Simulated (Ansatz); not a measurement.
# Os (fcc type): the cost of one run

Method: DFT PBE, with the methods named in each step, in Ansatz 0.2.0.

### 1 The system as given

The structure is cubic, space group Fm-3m (No. 225). The conventional cell has a = 3.851 Å, b = 3.851 Å, c = 3.851 Å, α = 90.00°, β = 90.00°, γ = 90.00°. Os (site symmetry m-3m) is surrounded by 12 Os at 2.72 Å.

Structure file:

```
Os
1.0
     0.00000    1.92569    1.92569
     1.92569    0.00000    1.92569
     1.92569    1.92569    0.00000
Os
1
Direct
  0.00000 0.00000 0.00000
```

### 2 Fcc relaxed, PAW

input.yaml reads:

```yaml
crystal:
  lattice:
    - [0.0, 1.9256898635, 1.9256898635]
    - [1.9256898635, 0.0, 1.9256898635]
    - [1.9256898635, 1.9256898635, 0.0]
  atoms:
    - { symbol: Os, position: [0.0, 0.0, 0.0] }
kpoints:
  mp_grid: { grid: [18, 18, 18] }
scf:
  occupations: { method: fermi_dirac, width: 0.05 }
hamiltonian:
  xc: pbe
  pseudopotentials: { kind: paw_fr }
output:
  forces: true
  stress: true
relax:
  f_tol: 0.005
  max_steps: 40
  cell: {}
magnetization:
  noncollinear: true
  spin_orbit: true
```

Launch:

```
> ansatz run input.yaml --threads 2 --pin off --max-ram 5120MiB --backend cpu --events-out ev --progress --plain --runs-dir out
```

Q: Estimate wall time and peak memory on 2 threads of Arm Neoverse V1, shared host.

About 12 s, with a peak of 0.41 GiB.
